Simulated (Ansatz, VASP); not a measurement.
**One calculation of SiC, two programs**

The input INCAR:

```
PREC = Accurate
ENCUT = 520
EDIFF = 1E-6
ISMEAR = 0
SIGMA = 0.01
LREAL = False
LASPH = True
NELM = 100
ALGO = Normal
ISIF = 2
LWAVE = False
LCHARG = False
IBRION = 2
NSW = 50
EDIFFG = -0.002
```

Contents of KPOINTS:

```
Automatic mesh
0
Gamma
  8 8 8
```

Contents of POSCAR:

```
SiC
1.0
    0.0108224269      2.1698965865      2.1698965865
    2.1698965865      0.0108224269      2.1698965865
    2.1698965865      2.1698965865      0.0108224269
Si C
1 1
Direct
    0.0000000000      0.0000000000      0.0000000000
    0.7500000000      0.7500000000      0.7500000000
```

Input for Ansatz:

```yaml
crystal:
  lattice:
    - [0.01082242687, 2.1698965865, 2.1698965865]
    - [2.1698965865, 0.01082242687, 2.1698965865]
    - [2.1698965865, 2.1698965865, 0.01082242687]
  atoms:
    - { symbol: Si, position: [0.0, 0.0, 0.0] }
    - { symbol: C, position: [0.75, 0.75, 0.75] }
kpoints:
  mp_grid: { grid: [8, 8, 8] }
scf:
  occupations: { method: fixed }
  convergence: { dr2_threshold: 1.0e-10 }
hamiltonian:
  xc: lda
  pseudopotentials: { kind: all_electron, lapw: { basis_error: 0.0005 } }
output:
  forces: true
  stress: true
  eigenstates:
    kpoints:
      - [0.0, 0.0, 0.0]
      - [0.0, -0.5, -0.5]
      - [-0.5, 0.0, -0.5]
      - [-0.5, -0.5, 0.0]
      - [0.0, 0.5, 0.0]
      - [0.5, 0.0, 0.0]
      - [0.0, 0.0, 0.5]
      - [0.5, 0.5, 0.5]
relax:
  f_tol: 0.002
  max_steps: 30
```

Change from the starting cell: equal xy, yz and zx engineering shears of +0.5 %.

Alike in both runs: task relaxation of the atoms; functional LDA; k mesh 8 × 8 × 8; no spin polarisation.

```csv
,VASP,Ansatz
version,VASP 6.6.1,Ansatz 0.2.0
potentials or method,"VASP PAW LDA potentials, release 64 (Si, C)","all-electron LAPW, scalar-relativistic"
plane-wave cutoff (eV),520,see its input
occupations,"gaussian, width 0.01 eV",fixed
```

Ansatz gave:

* gap on the k mesh at the Fermi level, each at its own relaxed structure (eV): 1.27

Task: Which values does VASP return?

Result: gap on the k mesh at the Fermi level, each at its own relaxed structure (eV): 1.26.

Ansatz ran all-electron here, so the differences hold the error of VASP's frozen core and of both bases.

A k mesh can miss the band edges.
